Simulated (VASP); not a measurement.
GaN, 4 atoms in the cell. The structure is hexagonal, space group P6_3mc (No. 186). Conventional cell: a = 3.180 Å, b = 3.180 Å, c = 5.166 Å, α = 90.00°, β = 90.00°, γ = 120.00°. Ga (site symmetry 3m) has 4 N at 1.94 to 1.95 Å as nearest neighbours. Around N (site symmetry 3m) lie 4 Ga at 1.94 to 1.95 Å. 

| Property | Result |
| --- | --- |
| Program | VASP 6.6.1 |
| Task | single point |
| Functional | PBE |
| Potentials or basis | VASP PAW PBE potentials, release 64 (Ga_d, N) |
| Cutoff | 520 eV |
| k mesh | 10 × 10 × 5 |
| Occupations | gaussian, width 0.03 eV |
| Spin | no spin polarisation |
| Further INCAR settings | ALGO = Normal; EDIFF = 1e-07 |

Potentials or basis: VASP PAW PBE potentials, release 64 (Ga_d, N).

The run is started by

```bash
$ cat potpaw_PBE.64/Ga_d/POTCAR potpaw_PBE.64/N/POTCAR > POTCAR
$ mpirun -np 1 vasp_std > vasp.out
```

Hardware: 1 thread of AMD EPYC 9R45 96-Core Processor (Zen 5) (shared host).

Task: Estimate the wall time of this run.

Result: It took 30 s on 1 thread of AMD EPYC 9R45 96-Core Processor (Zen 5) (shared host), peak memory 0.15 GiB. Counts: scf iterations 16, k points 42.
